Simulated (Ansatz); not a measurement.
## Al2O3 (Corundum): projected density of states with PBE

**Experimental background.**

From “Multi-petahertz electron interference in Cr:Al2O3 solid-state material”, 2018, pmc:5906618, for a bulk crystal of Al2O3: band gap 8.7 eV (optical).

Al2O3 (Corundum):

```
CELL_PARAMETERS angstrom
2.38025 1.37424 4.33187
-2.38025 1.37424 4.33187
0.00000 -2.74848 4.33187
ATOMIC_POSITIONS crystal
Al 0.85216 0.85216 0.85216
Al 0.64784 0.64784 0.64784
Al 0.14784 0.14784 0.14784
Al 0.35216 0.35216 0.35216
O 0.05668 0.75000 0.44332
O 0.75000 0.44332 0.05668
O 0.44332 0.05668 0.75000
O 0.94332 0.25000 0.55668
O 0.25000 0.55668 0.94332
O 0.55668 0.94332 0.25000
```

- Program: Ansatz 0.2.0
- Task: projected density of states
- Functional: PBE
- Potentials or basis: all-electron LAPW, scalar-relativistic
- Cutoff: 379 eV (chosen from the basis error)
- Basis error allowed: 0.002 eV/atom
- k mesh: 7 × 7 × 7
- Occupations: fermi-dirac, width 0.05 eV
- Spin: no spin polarisation

| Quantity | Value |
| --- | --- |
| Pressure | 7.4 GPa |
| Largest force | 0.029 eV/Å |
| Band gap on the k mesh | 6.22 eV, direct |
| Band gap along the path | 6.22 eV, direct |
| Loewdin charges | Al +1.24; O -0.76 e |

Forces on the atoms (eV/Å):
```
Al   0.000  0.000 -0.029
Al   0.000  0.000  0.029
Al   0.000  0.000  0.029
Al   0.000  0.000 -0.029
O   -0.011 -0.019  0.000
O   -0.011  0.019  0.000
O    0.022  0.000  0.000
O    0.011  0.019  0.000
O    0.011 -0.019  0.000
O   -0.022  0.000  0.000
```

Stress tensor (GPa, compression positive):
```
7.55 0.00 0.00
0.00 7.55 0.00
0.00 0.00 6.95
```

Levels at the corners of the path, in eV from the valence-band top:
| point | band 43 | band 44 | band 45 | band 46 | band 47 | band 48 | band 49 | band 50 |
| --- | --- | --- | --- | --- | --- | --- | --- | --- |
| Γ | -0.50 | -0.05 | -0.05 | 0.00 | 6.22 | 9.15 | 10.76 | 11.53 |
| L | -0.91 | -0.91 | -0.27 | -0.27 | 9.47 | 9.47 | 9.65 | 9.65 |
| B1 | -0.85 | -0.85 | -0.51 | -0.51 | 9.71 | 9.71 | 10.13 | 10.13 |

States per cell in windows of 0.5 eV (zero at the valence-band top; states under -6 eV left out):
| from (eV) | total | O5 2p | O6 2p | O7 2p | O8 2p | O9 2p | O10 2p |
| --- | --- | --- | --- | --- | --- | --- | --- |
| -6.0 | 2.35 | 0.29 | 0.29 | 0.29 | 0.29 | 0.29 | 0.29 |
| -5.5 | 1.90 | 0.23 | 0.23 | 0.23 | 0.23 | 0.23 | 0.23 |
| -5.0 | 1.72 | 0.22 | 0.22 | 0.22 | 0.22 | 0.22 | 0.22 |
| -4.5 | 2.39 | 0.31 | 0.31 | 0.31 | 0.31 | 0.31 | 0.31 |
| -4.0 | 2.01 | 0.26 | 0.26 | 0.26 | 0.26 | 0.26 | 0.26 |
| -3.5 | 1.99 | 0.27 | 0.27 | 0.27 | 0.27 | 0.27 | 0.27 |
| -3.0 | 2.11 | 0.30 | 0.30 | 0.30 | 0.30 | 0.30 | 0.30 |
| -2.5 | 3.52 | 0.51 | 0.51 | 0.51 | 0.51 | 0.51 | 0.51 |
| -2.0 | 3.73 | 0.57 | 0.57 | 0.57 | 0.57 | 0.57 | 0.57 |
| -1.5 | 4.46 | 0.70 | 0.70 | 0.70 | 0.70 | 0.70 | 0.70 |
| -1.0 | 4.24 | 0.67 | 0.67 | 0.67 | 0.67 | 0.67 | 0.67 |
| -0.5 | 3.08 | 0.49 | 0.49 | 0.49 | 0.49 | 0.49 | 0.49 |
| 0.0 | 0.00 | 0.00 | 0.00 | 0.00 | 0.00 | 0.00 | 0.00 |
| 0.5 | 0.00 | 0.00 | 0.00 | 0.00 | 0.00 | 0.00 | 0.00 |
| 1.0 | 0.00 | 0.00 | 0.00 | 0.00 | 0.00 | 0.00 | 0.00 |
| 1.5 | 0.00 | 0.00 | 0.00 | 0.00 | 0.00 | 0.00 | 0.00 |
| 2.0 | 0.00 | 0.00 | 0.00 | 0.00 | 0.00 | 0.00 | 0.00 |
| 2.5 | 0.00 | 0.00 | 0.00 | 0.00 | 0.00 | 0.00 | 0.00 |
| 3.0 | 0.00 | 0.00 | 0.00 | 0.00 | 0.00 | 0.00 | 0.00 |
| 3.5 | 0.00 | 0.00 | 0.00 | 0.00 | 0.00 | 0.00 | 0.00 |
| 4.0 | 0.00 | 0.00 | 0.00 | 0.00 | 0.00 | 0.00 | 0.00 |
| 4.5 | 0.00 | 0.00 | 0.00 | 0.00 | 0.00 | 0.00 | 0.00 |
| 5.0 | 0.00 | 0.00 | 0.00 | 0.00 | 0.00 | 0.00 | 0.00 |
| 5.5 | 0.00 | 0.00 | 0.00 | 0.00 | 0.00 | 0.00 | 0.00 |
| 6.0 | 0.01 | 0.00 | 0.00 | 0.00 | 0.00 | 0.00 | 0.00 |
| 6.5 | 0.06 | 0.00 | 0.00 | 0.00 | 0.00 | 0.00 | 0.00 |
| 7.0 | 0.11 | 0.00 | 0.00 | 0.00 | 0.00 | 0.00 | 0.00 |
| 7.5 | 0.18 | 0.00 | 0.00 | 0.00 | 0.00 | 0.00 | 0.00 |

Wall time 23 s on 8 threads of Intel(R) Xeon(R) Processor @ 2.50GHz (Skylake/Cascade Lake), with other jobs on the host, peak memory 1 GiB.

Against the measured gap of Al2O3, 8.7 eV (optical; quoted in “Multi-petahertz electron interference in Cr:Al2O3 solid-state material”, 2018, pmc:5906618), the calculated 6.22 eV is off by -2.48 eV. The value is that of PBE, without temperature or zero-point motion. Semilocal functionals fall short of measured gaps as a rule.
